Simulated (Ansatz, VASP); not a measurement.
Y in VASP and in Ansatz

File INCAR:

```
SYSTEM = Y
PREC = Accurate
ENCUT = 520
EDIFF = 1E-6
ISMEAR = -1
SIGMA = 0.1
LREAL = .FALSE.
LASPH = .TRUE.
NELM = 80
ALGO = Normal
ISIF = 2
LWAVE = .FALSE.
LCHARG = .FALSE.
GGA = RP
NBANDS = 12
```

File KPOINTS:

```
regular mesh
0
G
  12 12 12
  0 0 0
```

POSCAR

```
Y
1.0
   -1.9936841678      1.9936841678      1.9936841678
    1.9936841678     -1.9936841678      1.9936841678
    1.9936841678      1.9936841678     -1.9936841678
Y
1
Direct
    0.0000000000      0.0000000000      0.0000000000
```

Input for Ansatz:

```yaml
crystal:
  lattice:
    - [-1.9936841678, 1.9936841678, 1.9936841678]
    - [1.9936841678, -1.9936841678, 1.9936841678]
    - [1.9936841678, 1.9936841678, -1.9936841678]
  atoms:
    - { symbol: "Y", position: [0.0, 0.0, 0.0] }
hamiltonian:
  xc: rpbe
  pseudopotentials:
    kind: paw
    azcp:
      "Y": "pseudopotentials/Y.paw.azcp"
basis:
  ecutwfc: 420
  fft_grid_basis: typed
kpoints:
  mp_grid: { grid: [12, 12, 12], shift: [0, 0, 0] }
magnetization:
  spin_polarized: false
scf:
  occupations: { method: fermi_dirac, width: 0.1 }
  lower_state_search: "off"
output:
  stress: true
  write_density: true
  write_potential: true
  elf: true
  volumetric_format: npy
```

Alike in both runs: task single point; functional RPBE; k mesh 12 × 12 × 12; occupations fermi-dirac, width 0.1 eV; no spin polarisation.

|  | VASP | Ansatz |
| --- | --- | --- |
| version | VASP 6.6.1 | Ansatz 0.2.0 |
| potentials or method | VASP PAW PBE potentials, release 64 (Y_sv) | plane waves (420 eV) with PAW, scalar-relativistic |
| plane-wave cutoff (eV) | 520 | 420 |
| valence electrons in the cell | 11 | 11 |

|  | VASP | Ansatz | Ansatz less VASP |
| --- | --- | --- | --- |
| pressure (GPa) | 3.3 | 3.4 | +0.11 |

Caveats: the PAW data sets were made with another functional, which shifts forces and pressure a little (VASP).
